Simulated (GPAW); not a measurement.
A run of GPAW 26.7.0 is set up as follows.

File run.py:

```python
from ase.dft.bandgap import bandgap
from ase.io import read, write
from ase.units import Bohr, GPa
from gpaw import GPAW, PW
from gpaw.elf import elf_from_dft_calculation

atoms = read('HfO2.xyz')

calc = GPAW(mode=PW(800),
            xc='RPBE',
            kpts={'size': (9, 9, 9), 'gamma': True},
            occupations={'name': 'fermi-dirac', 'width': 0.05},
            nbands=24,
            convergence={'density': 1e-05, 'energy': 1e-05},
            maxiter=150,
            txt='gpaw.txt')
atoms.calc = calc
energy = atoms.get_potential_energy()
forces = atoms.get_forces()
stress = atoms.get_stress()
calc.write('gs.gpw')
write('result.traj', atoms)
print(f'Energy: {energy:.6f} eV')
print('Forces (eV/A):')
print(forces.round(4))
print('Stress (GPa):', (stress / GPa).round(3))
print('Fermi level:', round(calc.get_fermi_level(), 4), 'eV')
print(f'Gap: {bandgap(calc)[0]:.4f} eV, direct: {bandgap(calc, direct=True)[0]:.4f} eV')

# fields on the real-space grid
write('density.cube', atoms, data=calc.get_pseudo_density() * Bohr**3)
write('potential.cube', atoms, data=calc.get_electrostatic_potential())
write('elf.cube', atoms, data=elf_from_dft_calculation(calc).data)

path = atoms.cell.bandpath('GXWKGLUWLK,UX', npoints=100, eps=1e-4)
bs_calc = calc.fixed_density(kpts=path, symmetry='off', nbands=35,
                             convergence={'bands': 'CBM+6.0', 'eigenstates': 1e-6}, txt='bands.txt')
bs = bs_calc.band_structure()
bs.write('bs.json')
print(f'Gap on the path: {bandgap(bs_calc)[0]:.4f} eV')
```

Contents of HfO2.xyz:

```xyz
3
Lattice="0.0000000000 2.5575000000 2.5575000000 2.5575000000 0.0000000000 2.5575000000 2.5575000000 2.5575000000 0.0000000000" Properties=species:S:1:pos:R:3 pbc="T T T"
Hf     0.0000000000      0.0000000000      0.0000000000
O      3.8362500000      3.8362500000      3.8362500000
O      1.2787500000      1.2787500000      1.2787500000
```

Potentials or basis: the program's PAW data sets (release 1.2.1) made for this functional, pw.

The run is started by

```bash
$ OMP_NUM_THREADS=1 python run.py
```

**Question.** Predict the band gap on the k mesh.

**Answer.** 3.92 eV, indirect (least direct gap 4.05 eV).

**Question.** Predict the band gap along the path.

**Answer.** 3.84 eV, direct.

**Question.** Predict the pressure.

**Answer.** 2.7 GPa.

Levels at the corners of the path, in eV from the valence-band top:
```
point  band 10  band 11  band 12  band 13  band 14  band 15
    Γ    -0.60    -0.60    -0.60     3.88     3.88     5.81
    X    -1.49    -1.49     0.00     3.84     5.41     6.38
    W    -2.51    -1.36    -0.20     4.80     5.09     6.84
    K    -2.18    -1.29    -0.33     4.32     5.34     6.68
    Γ    -0.60    -0.60    -0.60     3.88     3.88     5.81
    L    -2.66    -1.81    -1.81     4.56     4.56     6.72
    U    -2.18    -1.29    -0.33     4.32     5.34     6.68
    W    -2.51    -1.36    -0.20     4.80     5.09     6.84
    L    -2.66    -1.81    -1.81     4.56     4.56     6.72
    K    -2.18    -1.29    -0.33     4.32     5.34     6.68
    U    -2.18    -1.29    -0.33     4.32     5.34     6.68
    X    -1.49    -1.49     0.00     3.84     5.41     6.38
```

Caveat: spin-orbit coupling is left out, which moves the levels of the heavy elements; the mesh misses the band edges, which the band path finds closer together.
